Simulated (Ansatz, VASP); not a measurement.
# Two plane-wave programs on ZrS2

```xyz
3
Lattice="3.6160 0.0000 0.0000 -1.8080 3.1316 0.0000 0.0000 0.0000 5.9178" Properties=species:S:1:pos:R:3 pbc="T T T"
Zr    0.0000    0.0000    0.0000
S     0.0000    2.0877    1.4079
S     1.8080    1.0439    4.5099
```

Change from the starting cell: volume scaled by 0.94.

Alike in both runs: task single point; functional PBE; k mesh 8 × 8 × 5; occupations fermi-dirac, width 0.05 eV; no spin polarisation.

```csv
,VASP,Ansatz
version,VASP 6.6.1,Ansatz 0.2.0
potentials or method,"VASP PAW PBE potentials, release 64 (Zr_sv, S)",Ansatz PAW
plane-wave cutoff (eV),520,420
valence electrons in the cell,24,24
```

Ansatz gave:

| Property | Result |
| --- | --- |
| gap on the k mesh at the Fermi level (eV) | 1.01 |
| least direct gap on the mesh (eV) | 1.67 |
| pressure (GPa) | 6.8 |
| rms of the force components (eV/Å) | 0.382 |

Problem. What did VASP give for the same quantities?

Solution. gap on the k mesh at the Fermi level (eV): 1.02; least direct gap on the mesh (eV): 1.68; pressure (GPa): 6.7; rms of the force components (eV/Å): 0.385.

Atom by atom the forces differ by 0.003 eV/Å (rms over components). The functional is the same, so the differences come from potentials, cutoffs and numerics.

Caveats: this functional lacks dispersion, which binds the layers, so the pressure and a relaxed spacing across them are unreliable; an odd mesh through Γ misses points on the zone boundary, where band edges often lie (VASP); odd divisions of the mesh miss points on the zone boundary, where band edges often lie, so the gap on the mesh can be too wide (Ansatz).
